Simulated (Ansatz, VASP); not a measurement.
## One calculation of Ti, two programs

```xyz
2
Lattice="3.0079 0.0000 0.0000 -1.5039 2.6049 0.0000 0.0000 0.0000 4.7718" Properties=species:S:1:pos:R:3 pbc="T T T"
Ti    1.5039    0.8683    3.5788
Ti    0.0000    1.7366    1.1929
```

Change from the starting cell: volume scaled by 1.06.

Alike in both runs: task single point; functional PBEsol; k mesh 10 × 10 × 6; occupations fermi-dirac, width 0.05 eV; no spin polarisation.

|  | VASP | Ansatz |
| --- | --- | --- |
| version | VASP 6.6.1 | Ansatz 0.2.0 |
| potentials or method | VASP PAW PBE potentials, release 64 (Ti_sv), cutoff 520 eV | all-electron LAPW, scalar-relativistic |

|  | VASP | Ansatz | Ansatz less VASP |
| --- | --- | --- | --- |
| gap on the k mesh at the Fermi level (eV) | none | none | - |
| pressure (GPa) | -10.9 | -10.8 | +0.11 |
| largest component of the traceless stress (GPa) | 0.35 | 0.35 | +0.001 |

A gap of «none» marks a metal or a gap that the smearing closes. Ansatz ran all-electron here, so the differences hold the error of VASP's frozen core and of both bases.

Caveats: the PAW data sets were made with another functional, which shifts forces and pressure a little (VASP).
